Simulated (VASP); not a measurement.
Wanted: the native input for a VASP 6.6.1 run.

```
Task                   : single point
Functional             : PBE
Potentials or basis    : VASP PAW PBE potentials, release 64 (Ir)
Cutoff                 : 520 eV
k mesh                 : 6 × 6 × 4
Occupations            : gaussian, width 0.1 eV
Spin                   : no spin polarisation
Dipole correction      : no
Further INCAR settings : ALGO = Normal; EDIFF = 1e-07; NBANDS = 26
```

The structure of Ir lies in POSCAR:

```
Ir
1.0
    3.9761808464      0.0000000000      0.0000000000
   -1.9880904232      3.4434736231      0.0000000000
    0.0000000000      0.0000000000      6.3418012700
Ir
4
Direct
    0.3333333333      0.6666666667      0.4407943927
    0.6666666667      0.3333333333      0.9407943927
    0.6666666667      0.3333333333      0.5592056073
    0.3333333333      0.6666666667      0.0592056073
```

The cell was built by a generator and needn't be a form met in nature.

These files were run (other wordings do the same):

INCAR

```
PREC = Accurate
ENCUT = 520
EDIFF = 1E-7
ISMEAR = 0
SIGMA = 0.1
LREAL = F
LASPH = T
NELM = 100
ALGO = Normal
ISIF = 2
LWAVE = F
LCHARG = F
GGA = PE
NBANDS = 26
```

KPOINTS

```
Automatic mesh
0
Gamma
  6 6 4
```

Potentials or basis: VASP PAW PBE potentials, release 64 (Ir).

Launch:

```bash
$ cat potpaw_PBE.64/Ir/POTCAR > POTCAR
$ mpirun -np 1 vasp_std > vasp.out
```

Results of the run:

```yaml
Pressure: -0.4 GPa
Largest_force: 0.013 eV/Å
Band_gap_on_the_k_mesh: none (metal or under the smearing width)
```

It took 19 s on 1 thread of Intel(R) Xeon(R) 6975P-C (Granite Rapids) (shared host), peak memory 0.2 GiB.
